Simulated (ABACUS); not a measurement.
# CdSe (Cadmoselite) (P6_3mc) in ABACUS: notebook

One crystal, CdSe (Cadmoselite), is run at these levels: PBE; tasks: equation of state.

All numbers are computed with ABACUS 3.10.1; they aren't measurements. Logs are shortened: lines on timing, memory, paths and dates and some standing lists are left out, and cuts for length are marked.

**1. The crystal as given**

The structure is hexagonal, space group P6_3mc (No. 186). Conventional cell: a = 4.300 Å, b = 4.300 Å, c = 7.020 Å, α = 90.00°, β = 90.00°, γ = 120.00°. Cd (site symmetry 3m) has 4 Se at 2.61 to 2.70 Å as nearest neighbours. Se (site symmetry 3m) has 4 Cd at 2.61 to 2.70 Å as nearest neighbours.

**2. Equation of state, PBE, 26.42 Å³/atom (volume scaled by 0.94)**

run_abacus.py reads:

```python
"""ABACUS run from a structure file: ASE reads it, the script writes STRU, KPT and INPUT."""
import re
import subprocess
from ase.io import read
from ase.units import Bohr

atoms = read("POSCAR")
atoms = atoms[(-atoms.numbers).argsort(kind="stable")]  # ABACUS lists atoms element by element
pseudo = {'Cd': 'Cd.upf', 'Se': 'Se.upf'}
orbital = {'Cd': 'Cd_confined-atom_7au_3s2p2d1f.orb', 'Se': 'Se_confined-atom_7au_2s2p2d.orb'}
magmoms = None
kmesh = [5, 5, 3]
params = {
    'suffix': 'CdSe',
    'calculation': 'scf',
    'basis_type': 'lcao',
    'pseudo_dir': './',
    'orbital_dir': './',
    'symmetry': 1,
    'dft_functional': 'pbe',
    'ecutwfc': 103,
    'pseudo_rcut': 7,
    'nspin': 1,
    'nbands': 44,
    'ks_solver': 'genelpa',
    'smearing_method': 'fd',
    'smearing_sigma': 0.00367493,
    'scf_thr': 1e-07,
    'scf_nmax': 100,
    'mixing_type': 'broyden',
    'mixing_beta': 0.7,
    'cal_force': 1,
    'cal_stress': 1,
    'out_mul': 1,
}

symbols = atoms.get_chemical_symbols()
elements = list(dict.fromkeys(symbols))
lines = ["ATOMIC_SPECIES"] + [f"{e} {atoms.get_masses()[symbols.index(e)]:.4f} {pseudo[e]}" for e in elements]
if orbital:
    lines += ["", "NUMERICAL_ORBITAL"] + [orbital[e] for e in elements]
lines += ["", "LATTICE_CONSTANT", f"{1 / Bohr:.10f}", "", "LATTICE_VECTORS"]
lines += [" ".join(f"{x:.10f}" for x in v) for v in atoms.cell]
lines += ["", "ATOMIC_POSITIONS", "Direct"]
for e in elements:
    lines += ["", e, "0.0", str(symbols.count(e))]
    for i, p in enumerate(atoms.get_scaled_positions(wrap=False)):
        if symbols[i] == e:
            mag = "" if magmoms is None else " mag " + " ".join(str(x) for x in (magmoms[i] if isinstance(magmoms[i], list) else [magmoms[i]]))
            lines.append(" ".join(f"{x:.10f}" for x in p) + " 1 1 1" + mag)
open("STRU", "w").write("\n".join(lines) + "\n")
open("KPT", "w").write("K_POINTS\n0\nGamma\n%d %d %d 0 0 0\n" % tuple(kmesh))
open("INPUT", "w").write("INPUT_PARAMETERS\n" + "".join(f"{k:<20s}{v}\n" for k, v in params.items()))

done = subprocess.run(['mpirun', '-np', '4', 'abacus'])
if done.returncode:
    raise SystemExit(done.returncode)
log = open("OUT.CdSe/running_scf.log").read()
print("final energy (eV):", re.findall(r"FINAL_ETOT_IS (\S+)", log))
```

POSCAR reads:

```
CdSe
1.0
    4.2122202675      0.0000000000      0.0000000000
   -2.1061101337      3.6478897580      0.0000000000
    0.0000000000      0.0000000000      6.8766944832
Cd Se
2 2
Direct
    0.6666666667      0.3333333333      0.5000000000
    0.3333333333      0.6666666667      0.0000000000
    0.6666666667      0.3333333333      0.8850000000
    0.3333333333      0.6666666667      0.3850000000
```

Potentials or basis: PseudoDojo NC SR 0.4.1 PBE standard, DZP LCAO (the cutoffs set its grid).

Command:

```
$ OMP_NUM_THREADS=1 python run_abacus.py > log
```

running log:

```text
ABACUS v3.10.1

               Atomic-orbital Based Ab-initio Computation at UStc

 ------------------------------------------------------------------------------------

 READING GENERAL INFORMATION
                           global_out_dir = OUT.CdSe/
                           global_in_card = INPUT
                               pseudo_dir = ./
                              orbital_dir = ./
                                    DSIZE = 4
                                    GSIZE = 1

 READING UNITCELL INFORMATION
                                    ntype = 2
                  lattice constant (Bohr) = 1.88973
              lattice constant (Angstrom) = 1

 READING ATOM TYPE 1
                               atom label = Cd
                      L=0, number of zeta = 3
                      L=1, number of zeta = 2
                      L=2, number of zeta = 2
                      L=3, number of zeta = 1
             number of atom for this type = 2

 READING ATOM TYPE 2
                               atom label = Se
                      L=0, number of zeta = 2
                      L=1, number of zeta = 2
                      L=2, number of zeta = 2
             number of atom for this type = 2

                        TOTAL ATOM NUMBER = 4
DIRECT COORDINATES
    atom                   x                   y                   z     mag                  vx                  vy                  vz
taud_Cd1            0.6666666667        0.3333333333        0.5000000000  0.0000        0.0000000000        0.0000000000        0.0000000000
taud_Cd2            0.3333333333        0.6666666667        0.0000000000  0.0000        0.0000000000        0.0000000000        0.0000000000
taud_Se1            0.6666666667        0.3333333333        0.8850000000  0.0000        0.0000000000        0.0000000000        0.0000000000
taud_Se2            0.3333333333        0.6666666667        0.3850000000  0.0000        0.0000000000        0.0000000000        0.0000000000

                          Volume (Bohr^3) = 713.065
                             Volume (A^3) = 105.665

 Lattice vectors: (Cartesian coordinate: in unit of a_0)
             +4.21222                  +0                  +0
             -2.10611            +3.64789                  +0
                   +0                  +0            +6.87669
 Reciprocal vectors: (Cartesian coordinate: in unit of 2 pi/a_0)
            +0.237404           +0.137066                  -0
                   -0           +0.274131                  -0
                   +0                  -0           +0.145419
 The esolver type has been set to : ksdft_lcao

                PAO radial cut off (Bohr) = 7

 Read in pseudopotential file is Cd.upf
                     pseudopotential type = NC
          exchange-correlation functional = PBE
                 nonlocal core correction = 1
                        valence electrons = 20
                                     lmax = 2
                           number of zeta = 4
                     number of projectors = 6
                           L of projector = 0
[... 5 lines left out ...]
                PAO radial cut off (Bohr) = 7

 Read in pseudopotential file is Se.upf
                     pseudopotential type = NC
          exchange-correlation functional = PBE
                 nonlocal core correction = 1
                        valence electrons = 16
                                     lmax = 2
                           number of zeta = 3
                     number of projectors = 6
                           L of projector = 0
                           L of projector = 0
                           L of projector = 1
                           L of projector = 1
                           L of projector = 2
                           L of projector = 2
     initial pseudo atomic orbital number = 38

 SETUP THE ELECTRONS NUMBER
            electron number of element Cd = 20
      total electron number of element Cd = 40
            electron number of element Se = 16
      total electron number of element Se = 32
            AUTOSET number of electrons:  = 72
                           occupied bands = 36
                                   NLOCAL = 88
                                   NBANDS = 44
                                   NBANDS = 44
                                   NLOCAL = 88

%%%%%%%%%%%%%%%%%%%%%%%%%%%%%%%%%%%%%%%%%%%%%%%%%%%%%%%%%%%%%%%%%%%%%%%%%%%%%%%%%%%%%%%%%%%%%%%%%%%%%%%%%%
 Warning: the number of valence electrons in pseudopotential > 12 for Cd: [Kr] 4d10 5s2
 Warning: the number of valence electrons in pseudopotential > 6 for Se: [Ar] 3d10 4s2 4p4
 Pseudopotentials with additional electrons can yield (more) accurate outcomes, but may be less efficient.
 If you're confident that your chosen pseudopotential is appropriate, you can safely ignore this warning.
%%%%%%%%%%%%%%%%%%%%%%%%%%%%%%%%%%%%%%%%%%%%%%%%%%%%%%%%%%%%%%%%%%%%%%%%%%%%%%%%%%%%%%%%%%%%%%%%%%%%%%%%%%

[... 91 lines left out ...]
                       right hand lattice = 1
                        ROTATION MATRICES = 24
                               nkstot_ibz = 10
K-POINTS REDUCTION ACCORDING TO SYMMETRY
     IBZ    DIRECT_X    DIRECT_Y    DIRECT_Z  WEIGHT  ibz2bz
       1  0.00000000  0.00000000  0.00000000  0.0133       0
       2 -0.20000000  0.20000000  0.00000000  0.0800       1
       3 -0.40000000  0.40000000  0.00000000  0.0800       2
       4 -0.20000000  0.40000000  0.00000000  0.0800       6
       5  0.40000000  0.40000000  0.00000000  0.0800       7
       6  0.00000000  0.00000000  0.33333333  0.0267      25
       7 -0.20000000  0.20000000  0.33333333  0.1600      26
       8 -0.40000000  0.40000000  0.33333333  0.1600      27
       9 -0.20000000  0.40000000  0.33333333  0.1600      31
      10  0.40000000  0.40000000  0.33333333  0.1600      32

                               nkstot now = 10
[... K-POINTS DIRECT COORDINATES: 10 rows ...]

           k-point number in this process = 10
       minimum distributed K point number = 10
[... stars of the k points ...]

[... K-POINTS CARTESIAN COORDINATES: 10 rows ...]

[... K-POINTS DIRECT COORDINATES: 10 rows ...]

 SETUP PLANE WAVES FOR WAVE FUNCTIONS
     energy cutoff for wavefunc (unit:Ry) = 103
              fft grid for wave functions = [ 54, 54, 90 ]
                    number of plane waves = 15267
                         number of sticks = 511

 PARALLEL PW FOR WAVE FUNCTIONS
     PROC   COLUMNS(POT)             PW
        1            127           3815
        2            127           3815
        3            128           3818
        4            129           3819
 --------------- sum -------------------
        4            511          15267

 SET NONLOCAL PSEUDOPOTENTIAL PROJECTORS
 SET NONLOCAL PSEUDOPOTENTIAL PROJECTORS
 max number of nonlocal projetors among all species is 6

 -------------------------------------------
 SELF-CONSISTENT
 -------------------------------------------

 SETUP SEARCHING RADIUS FOR PROGRAM TO SEARCH ADJACENT ATOMS
                  longest orb rcut (Bohr) = 7
   longest nonlocal projector rcut (Bohr) = 1.94
                     search radius (Bohr) = 17.9
              searching radius is (Bohr)) = 17.9
         searching radius unit is (Bohr)) = 1.89
                         PeriodicBoundary = 1
                        Radius(unit:lat0) = 9.46
                                   glayer = [ 4, 4, 3 ]
                             glayer_minus = [ 3, 3, 2 ]

Find the coordinate range of the input atom(unit:lat0).
                                  min_tau = [ -19, -9.73, -13.8 ]
                                  max_tau = [ 21.1, 13.4, 19.8 ]
                                BoxNumber = [ 7, 7, 5 ]

 SETUP EXTENDED REAL SPACE GRID FOR GRID INTEGRATION
                          real space grid = [ 54, 54, 90 ]
                 big cell numbers in grid = [ 18, 18, 30 ]
             meshcell numbers in big cell = [ 3, 3, 3 ]
                        extended fft grid = [ 19, 19, 17 ]
                dimension of extened grid = [ 57, 57, 65 ]
                            UnitCellTotal = 75
              Atom number in sub-FFT-grid = 4
    Local orbitals number in sub-FFT-grid = 88
                                ParaV.nnr = 43476
                                 init_chg = atomic

 LCAO ALGORITHM --------------- ION=   1  ELEC=   1--------------------------------

 Density error is 0.0331476926176
----------------------------------------------------------
     Energy           Rydberg                 eV
----------------------------------------------------------
 E_KohnSham     -1186.3628098398     -16141.2941091117
 E_Harris       -1186.9162402757     -16148.8239164861
 E_Fermi        0.6584633789         8.9588538773
----------------------------------------------------------
[... 80 lines left out ...]
 Density error is 4.77636895154e-08
----------------------------------------------------------
     Energy           Rydberg                 eV
----------------------------------------------------------
 E_KohnSham     -1186.4100152479     -16141.9363716382
 E_KS(sigma->0) -1186.4100151902     -16141.9363708531
 E_Harris       -1186.4100155308     -16141.9363754877
 E_band         -124.9244215317      -1699.6839521854
 E_one_elec     -763.6341644875      -10389.7758244993
 E_Hartree      395.6976797291       5383.7431296945
 E_xc           -193.9960958542      -2639.4522933713
 E_Ewald        -624.4774345199      -8496.4513818920
 E_entropy(-TS) -0.0000001154        -0.0000015701
 E_descf        0.0000000000         0.0000000000
 E_exx          0.0000000000         0.0000000000
 E_Fermi        0.6839525983         9.3056524988
----------------------------------------------------------

 charge density convergence is achieved
 final etot is -16141.936372 eV
 EFERMI = 9.3056524988 eV

 STATE ENERGY(eV) AND OCCUPATIONS    NSPIN == 1
 1/10 kpoint (Cartesian) = 0.0000 0.0000 0.0000 (3126 pws)
       1       -93.0405      0.0266667
       2       -93.0405      0.0266667
       3       -54.1100      0.0266667
       4       -54.1100      0.0266667
       5       -54.1099      0.0266667
       6       -54.1099      0.0266667
[... 266 lines left out ...]
      43        15.5021    8.04151e-56
      44        15.9082    2.38859e-59

[... levels at 4 further k points ...]

 correction force for each atom along direction 1 is -0.00453038
 correction force for each atom along direction 2 is 0.00286799
 correction force for each atom along direction 3 is 3.78947e-06
------------------------------------------------------------------------------------------
 TOTAL-FORCE (eV/Angstrom)
------------------------------------------------------------------------------------------
                       Cd1         0.0000000000         0.0000000000         0.4083019199
                       Cd2         0.0000000000         0.0000000000         0.4083019199
                       Se1         0.0000000000         0.0000000000        -0.4083019199
                       Se2         0.0000000000         0.0000000000        -0.4083019199
------------------------------------------------------------------------------------------

----------------------------------------------------------------
 TOTAL-STRESS (KBAR)
----------------------------------------------------------------
        91.7923435995        -0.0000000013         0.0000000000
        -0.0000000013        91.7923435990        -0.0000000000
         0.0000000000        -0.0000000000        57.7484581288
----------------------------------------------------------------
 TOTAL-PRESSURE: 80.444382 KBAR

 --------------------------------------------
 !FINAL_ETOT_IS -16141.9363716381994891 eV
 --------------------------------------------
```

It took 17 s on 4 MPI ranks of AMD EPYC (Zen 3), shared host; peak memory 0.48 GiB.

What came out:

- Free energy: -16141.9364 eV
- Pressure: 8.0 GPa
- Largest force: 0.408 eV/Å
- Band gap on the k mesh: 1.04 eV, direct
- Mulliken charges: Cd +0.31; Se -0.31 e

Caveat: the atomic orbitals were generated for these runs and aren't a published set; Mulliken charges move with the basis; the basis of atomic orbitals isn't converged, which shifts pressures, moduli and gaps.

**3. Equation of state, PBE, 27.54 Å³/atom (volume scaled by 0.98)**

run_abacus.py is that of step 2.

POSCAR reads:

```
CdSe
1.0
    4.2711400700      0.0000000000      0.0000000000
   -2.1355700350      3.6989158038      0.0000000000
    0.0000000000      0.0000000000      6.9728844864
Cd Se
2 2
Direct
    0.6666666667      0.3333333333      0.5000000000
    0.3333333333      0.6666666667      0.0000000000
    0.6666666667      0.3333333333      0.8850000000
    0.3333333333      0.6666666667      0.3850000000
```

Potentials or basis: PseudoDojo NC SR 0.4.1 PBE standard, DZP LCAO (the cutoffs set its grid).

Command:

```
$ OMP_NUM_THREADS=1 python run_abacus.py > log
```

Run time: 15 s. Hardware: 4 MPI ranks of AMD EPYC (Zen 3), shared host; peak memory 0.48 GiB.

It converged, with:

| Item | Value |
| --- | --- |
| Free energy | -16142.1176 eV |
| Pressure | 5.0 GPa |
| Largest force | 0.358 eV/Å |
| Band gap on the k mesh | 0.94 eV, direct |
| Mulliken charges | Cd +0.36; Se -0.36 e |

Caveat: the atomic orbitals were generated for these runs and aren't a published set; Mulliken charges move with the basis; the basis of atomic orbitals isn't converged, which shifts pressures, moduli and gaps.

**4. Equation of state, PBE, 28.66 Å³/atom (volume scaled by 1.02)**

run_abacus.py is that of step 3.

POSCAR reads:

```
CdSe
1.0
    4.3284776511      0.0000000000      0.0000000000
   -2.1642388256      3.7485716056      0.0000000000
    0.0000000000      0.0000000000      7.0664914211
Cd Se
2 2
Direct
    0.6666666667      0.3333333333      0.5000000000
    0.3333333333      0.6666666667      0.0000000000
    0.6666666667      0.3333333333      0.8850000000
    0.3333333333      0.6666666667      0.3850000000
```

Command:

```
$ OMP_NUM_THREADS=1 python run_abacus.py > log
```

It took 15 s on 4 MPI ranks of AMD EPYC (Zen 3), shared host; peak memory 0.48 GiB.

It converged, with:

```yaml
Free_energy: -16142.2214 eV
Pressure: 2.5 GPa
Largest_force: 0.314 eV/Å
Band_gap_on_the_k_mesh: 0.84 eV, direct
Mulliken_charges: Cd +0.40; Se -0.40 e
```

Caveat: the atomic orbitals were generated for these runs and aren't a published set; Mulliken charges move with the basis; the basis of atomic orbitals isn't converged, which shifts pressures, moduli and gaps.

**5. Equation of state, PBE, 29.79 Å³/atom (volume scaled by 1.06)**

run_abacus.py is that of step 4.

POSCAR reads:

```
CdSe
1.0
    4.3843351364      0.0000000000      0.0000000000
   -2.1921675682      3.7969456069      0.0000000000
    0.0000000000      0.0000000000      7.1576820134
Cd Se
2 2
Direct
    0.6666666667      0.3333333333      0.5000000000
    0.3333333333      0.6666666667      0.0000000000
    0.6666666667      0.3333333333      0.8850000000
    0.3333333333      0.6666666667      0.3850000000
```

Command:

```
$ OMP_NUM_THREADS=1 python run_abacus.py > log
```

Wall time 14 s (4 MPI ranks of AMD EPYC (Zen 3), shared host); peak memory 0.48 GiB.

It converged, with:

| Quantity | Value |
| --- | --- |
| Free energy | -16142.2620 eV |
| Pressure | 0.5 GPa |
| Largest force | 0.276 eV/Å |
| Band gap on the k mesh | 0.74 eV, direct |
| Mulliken charges | Cd +0.44; Se -0.44 e |

Caveat: the atomic orbitals were generated for these runs and aren't a published set; Mulliken charges move with the basis; the basis of atomic orbitals isn't converged, which shifts pressures, moduli and gaps.

**6. Equation of state, PBE**

Potentials or basis: PseudoDojo NC SR 0.4.1 PBE standard, DZP LCAO (the cutoffs set its grid).

This step only gathers the single runs of the series.

Results:

* Equilibrium volume: 30.09 Å³/atom (rough: see the caveat)
* Bulk modulus at fixed shape and positions: 46 GPa (rough)

Energy against volume, from the lowest point:
```tsv
volume (Å³/atom)	energy (meV/atom)
26.416	81.41
27.540	36.09
28.665	10.16
29.789	0.00
```

Caveat: the atomic orbitals were generated for these runs and aren't a published set; the minimum lies outside the volumes run; the cell was scaled at fixed shape and fractional positions, which overstates the stiffness of a crystal with free parameters, most of all of layers and chains; the basis of atomic orbitals isn't converged, which shifts pressures, moduli and gaps.
